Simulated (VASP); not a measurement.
The system is KCl (Sylvite).

```
CELL_PARAMETERS angstrom
0.00000 3.14647 3.14647
3.14647 0.00000 3.14647
3.14647 3.14647 0.00000
ATOMIC_POSITIONS crystal
K 0.00000 0.00000 0.00000
Cl 0.50000 0.50000 0.50000
```

| Item | Value |
| --- | --- |
| Program | VASP 6.6.1 |
| Task | relaxation of cell and atoms |
| Functional | LDA |
| Potentials or basis | VASP PAW LDA potentials, release 64 (K_sv, Cl) |
| Cutoff | 600 eV |
| k mesh | 8 × 8 × 8 |
| Occupations | gaussian, width 0.03 eV |
| Spin | no spin polarisation |

At the start: pressure -1.9 GPa; volume 31.15 Å³/atom.

**Question.** How do energy, volume and symmetry change on relaxing?

**Answer.** Over 4 steps the energy falls by 19.1 meV/atom and the volume is 28.19 Å³/atom (-9.5 %); space group Fm-3m (No. 225, to 0.05 Å).

The path:
| step | energy change (eV) | largest force (eV/Å) | pressure (GPa) | volume (Å³) |
| --- | --- | --- | --- | --- |
| 1 | 0.0000 | 0.0000 | -1.89 | 62.30 |
| 2 | -0.0297 | 0.0000 | -0.99 | 59.05 |
| 3 | -0.0383 | 0.0000 | -0.07 | 56.57 |
| 4 | -0.0383 | 0.0000 | 0.01 | 56.39 |

Final structure:
```
K Cl
1.0
     0.00000    3.04355    3.04355
     3.04355    0.00000    3.04355
     3.04355    3.04355    0.00000
K Cl
1 1
Direct
  0.00000 0.00000 0.00000
  0.50000 0.50000 0.50000
```
